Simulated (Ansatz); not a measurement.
Sn: experiment and calculation

**The experiment to reproduce.**

A printed reference work, data compilation reports, for a bulk crystal of Sn: lattice constant a 5.8315 Å.

From “Diffuse scattering in metallic tin polymorphs”, 2013, arxiv:1310.3080, for a bulk crystal of Sn: lattice constant c 3.182 Å.

How close the calculation comes is told below.

Level of theory: DFT r2SCAN, scalar-relativistic, plane waves, PAW in Ansatz 0.2.0.

Plane waves to 500 eV, a k mesh through Γ of 14×14×14 on the computed 2-atom cell and Gaussian smearing (0.10 eV); no spin polarisation.

Relaxed structure, symmetry kept:

```cif
data_structure
_symmetry_space_group_name_H-M 'I4_1/amd:1'
_symmetry_Int_Tables_number 141
_cell_length_a 5.8588
_cell_length_b 5.8588
_cell_length_c 3.2144
_cell_angle_alpha 90.000
_cell_angle_beta 90.000
_cell_angle_gamma 90.000
_cell_volume 110.34
loop_
_atom_site_label
_atom_site_type_symbol
_atom_site_symmetry_multiplicity
_atom_site_Wyckoff_symbol
_atom_site_fract_x
_atom_site_fract_y
_atom_site_fract_z
_atom_site_occupancy
Sn1 Sn 4 a 0.00000 0.50000 0.25000 1
```

```
Space group                                                       : I4_1/amd (No. 141)
Volume per atom                                                   : 27.58 Å³
Formation energy from the elements' standard states (uncorrected) : +0.127 eV/atom
Generalised Kohn–Sham band gap                                    : none (metal)
Density of states at the Fermi level                              : 0.88 states/eV per cell
Löwdin character within 0.5 eV of the Fermi level                 : Sn 5p 82 %, Sn 5s 15 %
Bulk modulus                                                      : 54 GPa
Its pressure derivative                                           : 5.0
Bader charges (e)                                                 : Sn (2 in the cell) 0.00
```

Measured lattice constant a of Sn: 5.8315 Å (a printed reference work, data compilation). This calculation gives 5.859 Å (+0.5 %). Against the measured lattice constant c of Sn, 3.182 Å (quoted in the paper above), the calculated 3.214 Å is off by +1.0 %. The calculation is for 0 K without zero-point motion.